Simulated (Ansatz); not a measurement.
# Ti (P6/mmm) in Ansatz: band structure with revPBE+D4

Aim: the band structure of Ti with revPBE+D4.

Program: Ansatz 0.2.0. These are calculated values, not measurements. Logs are shortened: lines on timing, memory, paths and dates and some standing lists are left out, and cuts for length are marked.

### 1 The cell of the first run

It takes space group P6/mmm (No. 191, hexagonal). The conventional cell has a = 4.785 Å, b = 4.785 Å, c = 2.961 Å, α = 90.00°, β = 90.00°, γ = 120.00°. Around Ti (site symmetry -6m2) lie 11 Ti at 2.76 to 3.13 Å. Around Ti (site symmetry 6/mmm) lie 14 Ti at 2.96 to 3.13 Å.

This isn't the form of Ti at room conditions, which is hcp.

### 2 Band structure, revPBE+D4 (volume scaled by 1.15)

input.yaml reads:

```yaml
crystal:
  lattice:
    - [4.7851909, 0.0, 0.0]
    - [-2.39259545, 4.1440968814, 0.0]
    - [0.0, 0.0, 2.9610266]
  atoms:
    - { symbol: Ti, position: [0.6666666667, 0.3333333333, 0.5] }
    - { symbol: Ti, position: [0.3333333333, 0.6666666667, 0.5] }
    - { symbol: Ti, position: [0.0, 0.0, 0.0] }
hamiltonian:
  xc: revpbe
  pseudopotentials: { kind: paw }
  dispersion: d4
kpoints:
  mp_grid: { grid: [7, 7, 9] }
  band_path:
    path:
      - [[0.0, 0.0, 0.0], [0.5, 0.0, 0.0], [0.3333333333, 0.3333333333, 0.0], [0.0, 0.0, 0.0], [0.0, 0.0, 0.5], [0.5, 0.0, 0.5], [0.3333333333, 0.3333333333, 0.5], [0.0, 0.0, 0.5]]
      - [[0.5, 0.0, 0.5], [0.5, 0.0, 0.0]]
      - [[0.3333333333, 0.3333333333, 0.0], [0.3333333333, 0.3333333333, 0.5]]
    npoints: 14
scf:
  occupations: { method: methfessel_paxton, width: 0.1 }
  n_extra_bands: 7
output:
  forces: true
  stress: true
  eigenvalues: true
  fatbands: true
```

Potentials or basis: Ansatz PAW.

Launch:

```console
$ ansatz run input.yaml --threads 2 --pin off --max-ram 5632MiB --backend cpu --events-out ev --progress --plain --runs-dir out
```

The log of the run:

```text
Warning: RAYON_NUM_THREADS=2 ignored (pool sized by the plan → 2); use --threads N
scf.n_extra_bands = 7 over 18 filled bands (N_el = 36.0): the run solves 25 bands
Engine: ansatz 0.2.0, x86_64-unknown-linux-gnu
Pseudopotentials: kind: paw
Pseudopotential: Ti, paw, valence charge 12, recommended cutoff 420 eV (normal), Ti.paw.azcp
Functional definition: revPBE
  parameter kappa = 1.245
  parameter beta = 0.06672455060314922
  exchange = pbe_x(kappa = kappa, mu = beta*pi^2/3)
  correlation = pbe_c(beta = beta)
Crystal: 3 atoms, lattice volume = 58.718 Å³
Basis set: ecut = 420 eV, 1131 PW (Γ), exchange–correlation on 64×64×40 points (8 copies of the dense FFT grid, shifted against one another)
Bands: 25, of which v1, the nominal top of the filled ones, is band 18 counted from 1 (17 counted from 0)
Symmetry: 24 space group operations
Space group: P6/mmm (ITA 191), of the structure as read, at distance tolerance 3.9e-5 Å
k-points: 40 of 441
Non-local potential: Ti, projectors of the file, l = 0: 3, l = 1: 2, l = 2: 3, l = 3: 1
PAW form: soft (Blöchl's): semilocal exchange-correlation on the pseudo side does not see the compensation charge
PAW frozen core: Ti, regenerated for the run's functional, and the local potential with it (the file was generated under x = pbe(κ = 0.804, μ = 0.2195149727645171), c = pbe(β = 0.06672455060314922))
PAW one-centre angular grid: Ti, 590 points (default); XC on 64 Gauss nodes
Initial density: superposition of atomic densities (neutral atoms: chi_scale 0, normalization atom), corrected by the library's trained network
Initial wavefunctions: pseudopotential atomic-orbital guess
Functional: x = revpbe(κ = 1.245, μ = 0.2195149727645171), c = pbe(β = 0.06672455060314922)
SCF iter   1: F=—  HF=-7508.993302 eV  |F-HF|=—  |Δ(HF+E_count)|=         —  Δρ=1.10e-2  dr2=1.11e-1  ethr=1.77e-3  ⟨swp⟩=3.8  Hψ=3736  notcnv=0
preconditioner: auto → none  [metal: Δε(μ)=0.040 eV  Ē_g=2.760 eV  σ=0.100 eV  W_gap=0.33  n_scr=8 (ndim 8)  ℏωp=16.8 eV  f_vac=0.000  D(μ)=2.05/eV (n_scr^D=8)  sad-step TF]
SCF iter   2: F=—  HF=-7508.987465 eV  |F-HF|=—  |Δ(HF+E_count)|=   5.84e-3  S|Δr|=    0.00e0  Δρ=7.90e-3  dr2=6.72e-2  ethr=3.08e-4  ⟨swp⟩=1.0  Hψ=1320  notcnv=0
SCF iter   3: F=—  HF=-7508.983111 eV  |F-HF|=—  |Δ(HF+E_count)|=   4.35e-3  S|Δr|=    0.00e0  Δρ=1.29e-3  dr2=9.84e-4  ethr=1.87e-4  ⟨swp⟩=1.9  Hψ=1079  notcnv=0
SCF iter   4: F=—  HF=-7508.982848 eV  |F-HF|=—  |Δ(HF+E_count)|=   2.63e-4  S|Δr|=    0.00e0  Δρ=4.32e-4  dr2=2.12e-4  ethr=2.73e-6  ⟨swp⟩=2.0  Hψ=1573  notcnv=0
SCF iter   5: F=—  HF=-7508.982833 eV  |F-HF|=—  |Δ(HF+E_count)|=   1.46e-5  S|Δr|=    0.00e0  Δρ=1.22e-4  dr2=8.60e-6  ethr=5.88e-7  ⟨swp⟩=1.2  Hψ=952  notcnv=0
SCF iter   6: F=—  HF=-7508.982929 eV  |F-HF|=—  |Δ(HF+E_count)|=   9.58e-5  S|Δr|=    0.00e0  Δρ=2.49e-5  dr2=5.57e-7  ethr=2.39e-8  ⟨swp⟩=1.6  Hψ=1079  notcnv=0  defer=36
SCF iter   7: F=-7508.982929 eV  HF=-7508.982929 eV  |F-HF|=2.20e-9  |Δ(HF+E_count)|=   5.34e-9  S|Δr|=    0.00e0  Δρ=3.24e-6  dr2=4.81e-9  ethr=2.78e-10  ⟨swp⟩=6.5  Hψ=3247  notcnv=0
SCF 1 converged in 7 iterations: F = -7508.982929 eV  dr2 = 4.81e-9
NSCF: frozen V_eff on 129 k-points
SCF converged after 7 iterations
Stability not checked: this state was not tested for a lower state beside it, because cold or Methfessel-Paxton smearing, or corrected tetrahedra, fill the levels in a way that the test cannot read (fill_not_monotonic; see scf.lower_state_search)
Free energy (F): -7508.982929 eV
Harris-Foulkes:  -7508.982929 eV  (|F-HF|=2.20e-9)
Internal energy: -7508.985012 eV  (E = F + TS)
E sigma→0 (E₀):  -7508.983450 eV
Entropy (-TS):   0.002083 eV (0.694 meV/atom)
Fermi energy:    11.564724 eV
--- Per-component energies (eV) ---
  E_band       = -540.857566
  E_kinetic    = 808.538971
  E_local      = -2641.193743  (includes V_loc(G=0)·N_el)
  E_nonlocal   = 21.923973
  E_hartree    = 1070.832486
  E_xc         = -289.893853
  E_vxc        = -361.716027  (∫ρ·V_xc dr)
  E_paw        = -3150.833750  (= ΣΔE_a)
  E_vpaw       = -510.072843  (= ΣTr[D̂ρ^β])
  E_aug_tail   = 0.000367  (compensation charges beyond the density's cutoff)
  E_ewald      = -3327.428466
  E_disp       = -0.817613  (pairwise vdW)
  E_core_change = -0.113384  (= ΣΔE_core)
  E_smearing   = 0.002083  (= −TS)
  E_closure    = 0.000000  (closes the sum)
  Σ components = -7508.982929   (vs F -7508.982929, Δ=0.00e0)
--- Forces (eV/Å), atoms counted from 1 ---
  atom   1  Ti    -0.00000000    -0.00000000    -0.00000000
  atom   2  Ti     0.00000000     0.00000000     0.00000000
  atom   3  Ti     0.00000000    -0.00000000     0.00000000
  max |Σ_I F_I| component: 6.31e-30 eV/Å
--- Stress (GPa, compression-positive) ---
      -11.718360       0.000000       0.000000
        0.000000     -11.718360      -0.000000
        0.000000      -0.000000     -12.532803
  P = ⅓ Tr σ = -11.9898 GPa (-119.898 kbar)
--- Band table (eV; the first three rows and the last of 40) ---
  k-point 0: bands = ["-45.6616", "-45.3755", "-45.2725", "-21.8935", "-21.8935", "-21.7021", "-21.7021", "-21.5965", "-21.4261", "-21.3646", "-21.3171", "-21.3171", "5.7855", "9.9572", "10.8960", "10.8960", "10.9950", "10.9950", "11.5275", "12.1765", "12.7006", "12.7006", "13.1333", "13.1333", "13.2444"]
  k-point 1: bands = ["-45.6576", "-45.3721", "-45.2689", "-21.8873", "-21.8873", "-21.6978", "-21.6978", "-21.6282", "-21.4634", "-21.3967", "-21.3167", "-21.3167", "6.0314", "10.1262", "10.7719", "10.7719", "10.8955", "10.8955", "11.8372", "12.3729", "12.6317", "12.6317", "13.0996", "13.0996", "13.3846"]
  k-point 2: bands = ["-45.6474", "-45.3636", "-45.2599", "-21.8715", "-21.8715", "-21.7074", "-21.6869", "-21.6869", "-21.5574", "-21.4772", "-21.3161", "-21.3161", "6.7320", "10.4626", "10.4626", "10.4876", "10.6570", "10.6570", "12.5761", "12.5761", "12.7055", "12.9464", "12.9588", "12.9588", "13.6425"]
  k-point 39: bands = ["-45.6279", "-45.3052", "-45.2858", "-21.9093", "-21.8818", "-21.8634", "-21.6560", "-21.6487", "-21.6469", "-21.5297", "-21.4506", "-21.2718", "9.3604", "9.9286", "10.3321", "10.6745", "10.6953", "10.8129", "11.8008", "12.1357", "12.3432", "12.6380", "13.4260", "13.5322", "14.3467"]
```

It took 11 s on 2 threads of Intel Xeon at 2.50GHz (Skylake/Cascade Lake), shared host; peak memory 0.37 GiB.

What came out:

```yaml
Free_energy: -7508.9829 eV
Pressure: -12.0 GPa
Band_gap_on_the_k_mesh: none (metal or under the smearing width)
```

Levels at the corners of the path, in eV from the Fermi level:
| point | band 16 | band 17 | band 18 | band 19 | band 20 | band 21 |
| --- | --- | --- | --- | --- | --- | --- |
| Γ | -0.67 | -0.57 | -0.57 | -0.04 | 0.61 | 1.14 |
| M | -0.29 | -0.27 | -0.26 | 0.10 | 0.48 | 0.75 |
| K | -0.19 | -0.19 | -0.15 | 0.15 | 0.28 | 0.28 |
| Γ | -0.67 | -0.57 | -0.57 | -0.04 | 0.61 | 1.14 |
| A | -1.67 | -1.34 | -1.34 | 0.96 | 0.96 | 1.05 |
| L | -0.93 | -0.65 | -0.55 | 0.38 | 0.60 | 0.72 |
| H | -0.97 | -0.97 | -0.82 | 0.60 | 0.60 | 0.69 |
| A | -1.67 | -1.34 | -1.34 | 0.96 | 0.96 | 1.05 |
| L | -0.93 | -0.65 | -0.55 | 0.38 | 0.60 | 0.72 |
| M | -0.29 | -0.27 | -0.26 | 0.10 | 0.48 | 0.75 |
| K | -0.19 | -0.19 | -0.15 | 0.15 | 0.28 | 0.28 |
| H | -0.97 | -0.97 | -0.82 | 0.60 | 0.60 | 0.69 |

Caveat: pairwise dispersion overbinds metals, which lowers pressure and volume; the PAW data sets come from PBE, with cores solved anew for the run's functional, which leaves a small shift of forces and pressure.
